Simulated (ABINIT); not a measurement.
# CuO (P1) in ABINIT: convergence with k mesh

Aim: find how far k mesh must go before the results for CuO settle, at PBE. This setting moves, with any that are tied to it; all else stays.

All numbers are computed with ABINIT 10.8.3 (patched build); they aren't measurements. Logs are shortened: lines on timing, memory, paths and dates and some standing lists are left out, and cuts for length are marked. The log counts tension as positive stress, the text compression.

### Step 1. The cell of the first run

The typed cell holds 2 atoms: a = 2.993 Å, b = 2.993 Å, c = 2.993 Å, α = 60.00°, β = 60.00°, γ = 60.00°.

The cell comes from a database or a generator and needn't be the stable form of this composition.

The cell isn't the ideal one: atom 2 moved 0.45 Å.

### Step 2. With k mesh 2 × 2 × 2

The input, run.abi:

```
# Pseudopotentials
pp_dirpath "./"
pseudos "Cu.GGA_PBE-JTH.xml, O.GGA_PBE-JTH.xml"

# Structure
acell 5.6564564685 5.6564564685 5.6564564685
rprim
     0.0000000000     0.7071067812     0.7071067812
     0.7071067812     0.0000000000     0.7071067812
     0.7071067812     0.7071067812     0.0000000000
ntypat 2
znucl 29 8
natom 2
typat 1 2
xred
     0.0253610000     0.0256880000     0.9133700000
     0.4518040000     0.4844570000     0.5860690000
chkprim 0
chksymtnons 0
tolsym 1.0e-6

# Plane-wave basis
ecut 26.0
pawecutdg 48.0
pawxcdev 0

# k points
kptopt 1
ngkpt 2 2 2
nshiftk 1
shiftk 0.0 0.0 0.0

# Exchange and correlation
ixc 11

# Bands and occupations
nband 17
occopt 6
tsmear 0.1 eV

# SCF cycle
nstep 100
tolvrs 1.0e-9

# Output
iomode 3
prtwf 0
prtden 0
prteig 0
prtebands 0
enunit 2
```

Potentials or basis: JTH PAW PBE v2.0.

Launch:

```sh
$ mpirun --bind-to none -np 4 abinit run.abi > log 2>&1
```

run.abo:

```text
.Version 10.8.3 of ABINIT
 Symmetries : space group P1 (#  1); Bravais aP (primitive triclinic)
================================================================================
 Values of the parameters that define the memory need of the present run
     intxc =       0    ionmov =       0      iscf =      17    lmnmax =      18
     lnmax =       6     mgfft =      27  mpssoang =       3    mqgrid =    3001
     natom =       2  nloc_mem =       2    nspden =       1   nspinor =       1
    nsppol =       1      nsym =       1    n1xccc =       1    ntypat =       2
    occopt =       6   xclevel =       2
       mpw =         435          nfft =       19683          nkpt =           8
Pmy_natom=         1
 PAW method is used; the additional fine FFT grid is defined by:
   mgfftf=        36    nfftf =     46656
================================================================================
================================================================================

--------------------------------------------------------------------------------
------------- Echo of variables that govern the present computation ------------
--------------------------------------------------------------------------------
 -outvars: echo values of preprocessed input variables --------
            acell      5.6564564685E+00  5.6564564685E+00  5.6564564685E+00 Bohr
              amu      6.35460000E+01  1.59994000E+01
          chkprim           0
      chksymtnons           0
             ecut      2.60000000E+01 Hartree
           enunit           2
              ixc          11
         kptrlatt        2    0    0      0    2    0      0    0    2
          kptrlen      1.13129129E+01
            natom           2
            nband          17
            ngfft          27      27      27
          ngfftdg          36      36      36
             nkpt           8
            nstep         100
             nsym           1
           ntypat           2
           occopt           6
        pawecutdg      4.80000000E+01 Hartree
         pawxcdev           0
           prtden           0
        prtebands           0
           prteig           0
            prtwf           0
            rprim      0.0000000000E+00  7.0710678120E-01  7.0710678120E-01
                       7.0710678120E-01  0.0000000000E+00  7.0710678120E-01
                       7.0710678120E-01  7.0710678120E-01  0.0000000000E+00
          spgroup           1
           tolsym      1.00000000E-06
           tolvrs      1.00000000E-09
           tsmear      3.67493222E-03 Hartree
            typat      1  2
           useylm           1
           xangst      1.9875725992E+00  1.9868804841E+00  1.0804827137E-01
                       2.2658325091E+00  2.1967204754E+00  1.9816525809E+00
            xcart      3.7559678678E+00  3.7546599598E+00  2.0418164127E-01
                       4.2818028893E+00  4.1512000738E+00  3.7447806545E+00
             xred      2.5361000000E-02  2.5688000000E-02  9.1337000000E-01
                       4.5180400000E-01  4.8445700000E-01  5.8606900000E-01
            znucl       29.00000    8.00000

================================================================================

 chkinp: Checking input parameters for consistency.

================================================================================
== DATASET  1 ==================================================================

--- !DatasetInfo
iteration_state: {dtset: 1, }
dimensions: {natom: 2, nkpt: 8, mband: 17, nsppol: 1, nspinor: 1, nspden: 1, mpw: 435, }
cutoff_energies: {ecut:  26.0, pawecutdg:  48.0, }
electrons: {nelect:   2.50000000E+01, charge:   0.00000000E+00, occopt:   6.00000000E+00, tsmear:   3.67493222E-03, }
meta: {optdriver: 0, ionmov: 0, optcell: 0, iscf: 17, paral_kgb: 0, }
...

 Exchange-correlation functional for the present dataset will be:
  GGA: Perdew-Burke-Ernzerhof functional - ixc=11
  J.P.Perdew, K.Burke, M.Ernzerhof, PRL 77, 3865 (1996)
[... 99 lines left out ...]
...

 Integrated electronic density in atomic spheres:
 ------------------------------------------------
 Atom  Sphere_radius  Integrated_density
    1        2.00090         17.32525913
    2        1.41465          4.55179297

================================================================================

 ----iterations are completed or convergence reached----

 Mean square residual over all n,k,spin=   55.544E-11; max=  75.120E-09
 reduced coordinates (array xred) for    2 atoms
       0.025361000000      0.025688000000      0.913370000000
       0.451804000000      0.484457000000      0.586069000000
 rms dE/dt=  4.9344E-02; max dE/dt=  8.3866E-02; dE/dt below (all hartree)
    1       0.011849288620     -0.012616694752     -0.083505905892
    2      -0.011710123305      0.012854724663      0.083866069607

 cartesian coordinates (angstrom) at end:
    1      1.98757259918181     1.98688048406227     0.10804827136943
    2      2.26583250908007     2.19672047544521     1.98165258086568

 cartesian forces (hartree/bohr) at end:
    1      0.01352612656280     0.00739684164391    -0.01034197523157
    2     -0.01352612656280    -0.00739684164391     0.01034197523157
 frms,max,avg= 1.0717988E-02 1.3526127E-02  -2.869E-05 -1.633E-05 -1.065E-06 h/b

 cartesian forces (eV/Angstrom) at end:
    1      0.69554139327742     0.38036089038279    -0.53180574855711
    2     -0.69554139327742    -0.38036089038279     0.53180574855711
 frms,max,avg= 5.5114112E-01 6.9554139E-01  -1.475E-03 -8.398E-04 -5.474E-05 e/A
 length scales=  5.656456468500  5.656456468500  5.656456468500 bohr
              =  2.993267855564  2.993267855564  2.993267855564 angstroms
 Fermi (or HOMO) energy (hartree) =   0.24988   Average Vxc (hartree)=  -0.43362
 Eigenvalues (hartree) for nkpt=   8  k points:
 kpt#   1, nband= 17, wtk=  0.12500, kpt=  0.0000  0.0000  0.0000 (reduced coord)
  -3.89615   -2.33340   -2.32965   -2.32690   -0.48895    0.06663    0.07318    0.09213
   0.13656    0.13966    0.21339    0.22118    0.22292    0.28404    0.85244    0.89144
   0.90180
      occupation numbers for kpt#   1
   2.00000    2.00000    2.00000    2.00000    2.00000    2.00000    2.00000    2.00000
   2.00000    2.00000    2.00000    2.00000    2.00000    0.00000    0.00000    0.00000
   0.00000
 prteigrs : prtvol=0 or 1, do not print more k-points.

 Fermi (or HOMO) energy (eV) =   6.79966   Average Vxc (eV)= -11.79941
 Eigenvalues (   eV  ) for nkpt=   8  k points:
 kpt#   1, nband= 17, wtk=  0.12500, kpt=  0.0000  0.0000  0.0000 (reduced coord)
-106.01968  -63.49503  -63.39299  -63.31826  -13.30493    1.81299    1.99125    2.50688
   3.71593    3.80042    5.80676    6.01867    6.06585    7.72924   23.19607   24.25738
  24.53915
 prteigrs : prtvol=0 or 1, do not print more k-points.

--- !EnergyTerms
iteration_state     : {dtset: 1, }
comment             : Components of total free energy in Hartree
kinetic             :  1.85955720467326E+01
hartree             :  4.94802259245405E+01
xc                  : -5.65248906522912E+00
Ewald energy        : -1.28191334342709E+02
psp_core            :  8.16646394105410E+00
local_psp           : -1.25380457654330E+02
PAW spherical_terms : -3.10530944409637E+01
internal            : -2.14035113590905E+02
'-kT*entropy'       : -1.75598620042868E-04
total_energy        : -2.14035289189525E+02
total_energy_eV     : -5.82419692440640E+03
...

--- !EnergyTermsDC
iteration_state     : {dtset: 1, }
comment             : '"Double-counting" decomposition of free energy'
band_energy         : -2.08654965641235E+01
Ewald energy        : -1.28191334342709E+02
psp_core            :  8.16646394105410E+00
xc_dc               : -4.78115649962751E+01
PAW spherical_terms : -2.53331797609870E+01
internal            : -2.14035111723041E+02
'-kT*entropy'       : -1.75598620042868E-04
total_energy_dc     : -2.14035287321661E+02
total_energy_dc_eV  : -5.82419687357924E+03
...

--- !EnergyTermsWithPAWCore
iteration_state     : {dtset: 1, }
comment             : 'Components of total free energy, including PAW core contributions'
Total energy        : -1.73017058617721E+03
Total energy DC     : -1.73017058430934E+03
Total energy (eV)   : -4.70803400919033E+04
Total energy DC (eV): -4.70803400410761E+04
...

 Cartesian components of stress tensor (hartree/bohr^3)
  sigma(1 1)= -5.14811627E-04  sigma(3 2)= -5.43616733E-05
  sigma(2 2)= -5.53050620E-04  sigma(3 1)= -1.17431472E-04
  sigma(3 3)= -5.38508022E-04  sigma(2 1)=  1.00557278E-04

-Cartesian components of stress tensor (GPa)         [Pressure=  1.5754E+01 GPa]
- sigma(1 1)= -1.51462810E+01  sigma(3 2)= -1.59937565E+00
- sigma(2 2)= -1.62713110E+01  sigma(3 1)= -3.45495318E+00
- sigma(3 3)= -1.58434530E+01  sigma(2 1)=  2.95849725E+00

== END DATASET(S) ==============================================================
================================================================================

 -outvars: echo values of variables after computation  --------
            acell      5.6564564685E+00  5.6564564685E+00  5.6564564685E+00 Bohr
           etotal     -2.1403528732E+02
            fcart      1.3526126563E-02  7.3968416439E-03 -1.0341975232E-02
                      -1.3526126563E-02 -7.3968416439E-03  1.0341975232E-02
            rprim      0.0000000000E+00  7.0710678120E-01  7.0710678120E-01
                       7.0710678120E-01  0.0000000000E+00  7.0710678120E-01
                       7.0710678120E-01  7.0710678120E-01  0.0000000000E+00
           strten     -5.1481162698E-04 -5.5305062046E-04 -5.3850802172E-04
                      -5.4361673258E-05 -1.1743147172E-04  1.0055727779E-04
           xangst      1.9875725992E+00  1.9868804841E+00  1.0804827137E-01
                       2.2658325091E+00  2.1967204754E+00  1.9816525809E+00
             xred      2.5361000000E-02  2.5688000000E-02  9.1337000000E-01
                       4.5180400000E-01  4.8445700000E-01  5.8606900000E-01
 Calculation completed.
```

Run time: 4.3 s. Hardware: 4 MPI ranks of Arm Neoverse V1, shared host; peak memory 0.32 GiB.

What came out:

```
Free energy                                           : -5824.1969 eV
Pressure                                              : 15.8 GPa
Largest force                                         : 0.955 eV/Å
Band gap on the k mesh                                : none (metal or under the smearing width)
Valence electrons inside the program's atomic spheres : Cu 17.33; O 4.55
```

### Step 3. With k mesh 3 × 3 × 3

run.abi, as its differences from that of step 2:

```diff
@@ -28,3 +28,3 @@
 kptopt 1
-ngkpt 2 2 2
+ngkpt 3 3 3
 nshiftk 1
```

Potentials or basis: JTH PAW PBE v2.0.

Launch:

```sh
$ mpirun --bind-to none -np 4 abinit run.abi > log 2>&1
```

It took 5.9 s on 4 MPI ranks of Arm Neoverse V1, shared host; peak memory 0.36 GiB.

Results (log left out):

| Property | Result |
| --- | --- |
| Free energy | -5824.6112 eV |
| Pressure | 16.6 GPa |
| Largest force | 0.925 eV/Å |
| Band gap on the k mesh | none (metal or under the smearing width) |
| Valence electrons inside the program's atomic spheres | Cu 17.33; O 4.53 |

### Step 4. With k mesh 4 × 4 × 4

run.abi, as its differences from that of step 3:

```diff
@@ -28,3 +28,3 @@
 kptopt 1
-ngkpt 3 3 3
+ngkpt 4 4 4
 nshiftk 1
```

Launch:

```sh
$ mpirun --bind-to none -np 4 abinit run.abi > log 2>&1
```

Wall time 8.6 s (4 MPI ranks of Arm Neoverse V1, shared host); peak memory 0.36 GiB.

It converged, with:

* Free energy: -5824.6365 eV
* Pressure: 17.0 GPa
* Largest force: 1.080 eV/Å
* Band gap on the k mesh: none (metal or under the smearing width)
* Valence electrons inside the program's atomic spheres: Cu 17.33; O 4.52

### Step 5. With k mesh 5 × 5 × 5

run.abi, as its differences from that of step 4:

```diff
@@ -28,3 +28,3 @@
 kptopt 1
-ngkpt 4 4 4
+ngkpt 5 5 5
 nshiftk 1
```

Launch:

```sh
$ mpirun --bind-to none -np 4 abinit run.abi > log 2>&1
```

It took 13 s on 4 MPI ranks of Arm Neoverse V1, shared host; peak memory 0.36 GiB.

It converged, with:

| Item | Value |
| --- | --- |
| Free energy | -5824.6021 eV |
| Pressure | 17.2 GPa |
| Largest force | 1.100 eV/Å |
| Band gap on the k mesh | none (metal or under the smearing width) |
| Valence electrons inside the program's atomic spheres | Cu 17.33; O 4.52 |

### Step 6. With k mesh 7 × 7 × 7

run.abi, as its differences from that of step 5:

```diff
@@ -28,3 +28,3 @@
 kptopt 1
-ngkpt 5 5 5
+ngkpt 7 7 7
 nshiftk 1
```

Potentials or basis: JTH PAW PBE v2.0.

Launch:

```sh
$ mpirun --bind-to none -np 4 abinit run.abi > log 2>&1
```

Run time: 33 s. Hardware: 4 MPI ranks of Arm Neoverse V1, shared host; peak memory 0.4 GiB.

Results (log left out):

- Free energy: -5824.6208 eV
- Pressure: 16.8 GPa
- Largest force: 1.183 eV/Å
- Band gap on the k mesh: none (metal or under the smearing width)
- Valence electrons inside the program's atomic spheres: Cu 17.32; O 4.52

### Step 7. With k mesh 8 × 8 × 8

run.abi, as its differences from that of step 6:

```diff
@@ -28,3 +28,3 @@
 kptopt 1
-ngkpt 7 7 7
+ngkpt 8 8 8
 nshiftk 1
```

Launch:

```sh
$ mpirun --bind-to none -np 4 abinit run.abi > log 2>&1
```

It took 44 s on 4 MPI ranks of Arm Neoverse V1, shared host; peak memory 0.44 GiB.

The run converged. Its results:

```
Free energy                                           : -5824.6208 eV
Pressure                                              : 16.9 GPa
Largest force                                         : 1.214 eV/Å
Band gap on the k mesh                                : none (metal or under the smearing width)
Valence electrons inside the program's atomic spheres : Cu 17.32; O 4.52
```

### Step 8. With k mesh 9 × 9 × 9

run.abi, as its differences from that of step 7:

```diff
@@ -28,3 +28,3 @@
 kptopt 1
-ngkpt 8 8 8
+ngkpt 9 9 9
 nshiftk 1
```

Launch:

```sh
$ mpirun --bind-to none -np 4 abinit run.abi > log 2>&1
```

It took 58 s on 4 MPI ranks of Arm Neoverse V1, shared host; peak memory 0.52 GiB.

The run converged. Its results:

| Property | Result |
| --- | --- |
| Free energy | -5824.6128 eV |
| Pressure | 17.0 GPa |
| Largest force | 1.184 eV/Å |
| Band gap on the k mesh | none (metal or under the smearing width) |
| Valence electrons inside the program's atomic spheres | Cu 17.32; O 4.52 |

### Step 9. With k mesh 11 × 11 × 11

run.abi, as its differences from that of step 8:

```diff
@@ -28,3 +28,3 @@
 kptopt 1
-ngkpt 9 9 9
+ngkpt 11 11 11
 nshiftk 1
```

Potentials or basis: JTH PAW PBE v2.0.

Launch:

```sh
$ mpirun --bind-to none -np 4 abinit run.abi > log 2>&1
```

Wall time 1.7 min (4 MPI ranks of Arm Neoverse V1, shared host); peak memory 0.64 GiB.

It converged, with:

```
Free energy                                           : -5824.6146 eV
Pressure                                              : 16.9 GPa
Largest force                                         : 1.100 eV/Å
Band gap on the k mesh                                : none (metal or under the smearing width)
Valence electrons inside the program's atomic spheres : Cu 17.32; O 4.52
```

### Step 10. With k mesh 14 × 14 × 14

run.abi, as its differences from that of step 9:

```diff
@@ -28,3 +28,3 @@
 kptopt 1
-ngkpt 11 11 11
+ngkpt 14 14 14
 nshiftk 1
```

Launch:

```sh
$ mpirun --bind-to none -np 4 abinit run.abi > log 2>&1
```

Run time: 3.9 min. Hardware: 4 MPI ranks of Arm Neoverse V1, shared host; peak memory 0.96 GiB.

It converged, with:

* Free energy: -5824.6140 eV
* Pressure: 16.9 GPa
* Largest force: 1.142 eV/Å
* Band gap on the k mesh: none (metal or under the smearing width)
* Valence electrons inside the program's atomic spheres: Cu 17.32; O 4.52

### Step 11. Result

```
      k mesh  energy less the tightest run (meV/atom)  pressure (GPa)  largest force (eV/Å)  SCF cycles  CPU time (s)
   2 × 2 × 2                                   208.55           15.75                 0.955          18            17
   3 × 3 × 3                                     1.37           16.60                 0.925          17            23
   4 × 4 × 4                                   -11.25           16.96                 1.080          17            34
   5 × 5 × 5                                     5.92           17.19                 1.100          16            50
   7 × 7 × 7                                    -3.42           16.79                 1.183          19           130
   8 × 8 × 8                                    -3.40           16.86                 1.214          18           180
   9 × 9 × 9                                     0.57           17.02                 1.184          17           230
11 × 11 × 11                                    -0.30           16.86                 1.100          16           400
14 × 14 × 14                                     0.00           16.94                 1.142          19           930
```

Against the tightest run, the energy stays within 1 meV/atom from 9 × 9 × 9 on; the pressure stays within 0.1 GPa from 8 × 8 × 8 on. Not settled before the last step: the largest force (to 0.005 eV/Å). Meshes of other sizes hit other points, so gaps and Fermi surfaces needn't settle smoothly. The tightest run that finished is the yardstick and may itself not be fully converged.

Caveats: an odd number of electrons without spin polarisation forces a metal; a magnetic or distorted state may lie lower; the run has no spin polarisation, though such a crystal can be magnetic; semilocal functionals often make such compounds metallic where correlation or magnetic order opens a gap, which also shifts bond lengths.
